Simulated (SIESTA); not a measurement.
## CdTe under changes of volume

One of the cells (32.922 Å³/atom); the others are scaled copies at fixed shape and fractional positions:

```xyz
2
Lattice="0.0000 3.2050 3.2050 3.2050 0.0000 3.2050 3.2050 3.2050 0.0000" Properties=species:S:1:pos:R:3 pbc="T T T"
Te    4.8075    4.8075    4.8075
Cd    0.0000    0.0000    0.0000
```

```yaml
Program: SIESTA 5.4.2
Functional: LDA
Potentials_or_basis: PseudoDojo 0.4 standard (LDA files)
Basis: DZP (energy shift 0.003 Ry; two zetas on semicore shells)
Grid_cutoff: 800 Ry
Energy_shift: 0.003 Ry
k_mesh: 7 × 7 × 7
Occupations: fermi-dirac, width 0.05 eV
Spin: no spin polarisation
```

| volume (Å³/atom) | energy over the lowest point (meV/atom) | pressure (GPa) | gap on the mesh (eV) |
| --- | --- | --- | --- |
| 30.947 | 17.66 | 3.3 | 1.16 |
| 31.605 | 6.80 | 2.0 | 1.07 |
| 32.263 | 1.09 | 0.8 | 0.98 |
| 32.922 | 0.00 | -0.2 | 0.90 |
| 33.580 | 2.89 | -1.1 | 0.82 |
| 34.239 | ? | ? | ? |
| 34.897 | 18.97 | -2.7 | 0.67 |

Task: What does the run at 34.239 Å³/atom give?

Result: Energy over the lowest point 9.33 meV/atom; pressure -2.0 GPa; gap on the mesh 0.74 eV.

Worked out: A Birch-Murnaghan fit of order 3 (a polynomial in V^(-2/3)) to the other rows has its minimum at 32.76 Å³/atom with B0 = V·E''(V) = 50 GPa and B' = 5.3. It gives 9.37 meV/atom at 34.239 Å³/atom, against the run's 9.33, and -dE/dV = -2.0 GPa, against -2.0. A straight line through the other rows of the gap, of slope -4.08 eV per unit of ln V (its deformation potential), gives 0.74 eV, against the run's 0.74.

Energies are extrapolated to zero smearing.

Caveats: spin-orbit coupling is left out, which moves the levels of the heavy elements; an odd mesh through Γ misses points on the zone boundary, where band edges often lie; the basis of atomic orbitals isn't converged, which shifts pressures, moduli and gaps.
